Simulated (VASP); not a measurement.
Calculation: PBEsol GGA, VASP's PBE PAW potentials (set 64) (plane waves; VASP).

VASP input:

### INCAR
```
# general
SYSTEM  = CaF2
PREC    = Accurate
ENCUT   = 520   # plane-wave cut-off (eV)
LREAL   = F   # projection in real space or not
LASPH   = T   # aspherical one-centre terms
NBANDS  = 48

# electronic loop
EDIFF   = 1E-7   # SCF stop (eV)
NELM    = 100
ALGO    = Normal   # blocked Davidson

# smearing
ISMEAR  = 0   # Gaussian
SIGMA   = 0.01

# functional
GGA     = PS   # PBEsol

# output
LWAVE   = F
LCHARG  = F
NEDOS   = 1001   # DOS grid

# other
LOPTICS = T
CSHIFT  = 0.1
```

### KPOINTS
```
Automatic mesh
0
Gamma
9 9 9
0 0 0
```

POSCAR:
```
CaF2
1
    0.0000000000     2.7137071620     2.7137071620
    2.7137071620     0.0000000000     2.7137071620
    2.7137071620     2.7137071620     0.0000000000
Ca F
1 2
Direct
  0.0000000000   0.0000000000   0.0000000000
  0.2500000000   0.2500000000   0.2500000000
  0.7500000000   0.7500000000   0.7500000000
```

POTCAR, in this order: Ca_sv F (PBE.64 set). Program: vasp_std.

What VASP printed:

File OSZICAR:
```
       N       E                     dE             d eps       ncg     rms          rms(c)
DAV:   1     0.216792642400E+03    0.21679E+03   -0.10584E+04  3360   0.511E+02
DAV:   2    -0.768203972199E+01   -0.22447E+03   -0.20890E+03  3792   0.191E+02
DAV:   3    -0.189123442191E+02   -0.11230E+02   -0.11111E+02  4160   0.413E+01
DAV:   4    -0.189837548037E+02   -0.71411E-01   -0.71376E-01  3832   0.340E+00
DAV:   5    -0.189840152320E+02   -0.26043E-03   -0.26043E-03  4000   0.195E-01    0.736E+00
DAV:   6    -0.179023619976E+02    0.10817E+01   -0.14020E+00  3880   0.579E+00    0.294E+00
DAV:   7    -0.178886345732E+02    0.13727E-01   -0.93467E-02  4040   0.132E+00    0.169E+00
DAV:   8    -0.178981073767E+02   -0.94728E-02   -0.32246E-02  4240   0.842E-01    0.240E-01
DAV:   9    -0.178991264396E+02   -0.10191E-02   -0.14893E-03  4032   0.187E-01    0.104E-01
DAV:  10    -0.179003567707E+02   -0.12303E-02   -0.68010E-04  3832   0.106E-01    0.229E-02
DAV:  11    -0.179003610088E+02   -0.42381E-05   -0.18692E-05  4104   0.220E-02    0.610E-03
DAV:  12    -0.179003658629E+02   -0.48541E-05   -0.39912E-06  3880   0.957E-03    0.279E-03
DAV:  13    -0.179003655718E+02    0.29108E-06   -0.48965E-07  3936   0.323E-03    0.149E-03
DAV:  14    -0.179003655195E+02    0.52238E-07   -0.59879E-08  3728   0.138E-03
   1 F= -.17900366E+02 E0= -.17900366E+02  d E =-.272642E-13
 imaginary and real dielectric function
```

**OUTCAR**
```
------------------------ aborting loop because EDIFF is reached ----------------------------------------
  FORCE on cell =-STRESS in cart. coord.  units (eV):
  Direction    XX          YY          ZZ          XY          YZ          ZX
  --------------------------------------------------------------------------------------
  Total       -0.0086379     -0.0086379     -0.0086379      0.0000000      0.0000000     -0.0000000
  in kB       -0.3462571     -0.3462571     -0.3462571      0.0000000      0.0000000     -0.0000000
  external PRESSURE =      -0.3462571 kB  Pullay stress =       0.0000000 kB
  volume of cell :       39.97
      direct lattice vectors                 reciprocal lattice vectors
     0.000000000  2.713707162  2.713707162    -0.184249799  0.184249799  0.184249799
     2.713707162  0.000000000  2.713707162     0.184249799 -0.184249799  0.184249799
     2.713707162  2.713707162  0.000000000     0.184249799  0.184249799 -0.184249799
 POSITION                                       TOTAL-FORCE (eV/Angst)
 -----------------------------------------------------------------------------------
      0.00000      0.00000      0.00000         0.000000      0.000000     -0.000000
      1.35685      1.35685      1.35685         0.000000      0.000000      0.000000
      4.07056      4.07056      4.07056        -0.000000     -0.000000     -0.000000
 -----------------------------------------------------------------------------------
    total drift:                                0.000000     -0.000000      0.000000
  FREE ENERGIE OF THE ION-ELECTRON SYSTEM (eV)
  ---------------------------------------------------
  free  energy   TOTEN  =       -17.9003655195 eV

  energy  without entropy=      -17.9003655195  energy(sigma->0) =      -17.90036552

 plasma frequency squared (from intraband transitions) (eV^2)
  --------------------------------------------------------------------------------------
       0.000      -0.000       0.000
      -0.000       0.000       0.000
       0.000       0.000       0.000

 plasma frequency squared (from interband transitions, int dw w eps(2)(w)) (eV^2)
  --------------------------------------------------------------------------------------
     520.006       0.000      -0.000       0.000      -0.000       0.000
      -0.000      -0.000     520.006       0.000      -0.000       0.000
      -0.000      -0.000      -0.000      -0.000     520.006       0.000
```
(Selected blocks of OUTCAR.)

The compound is CaF2 in the fluorite structure. It was relaxed first.
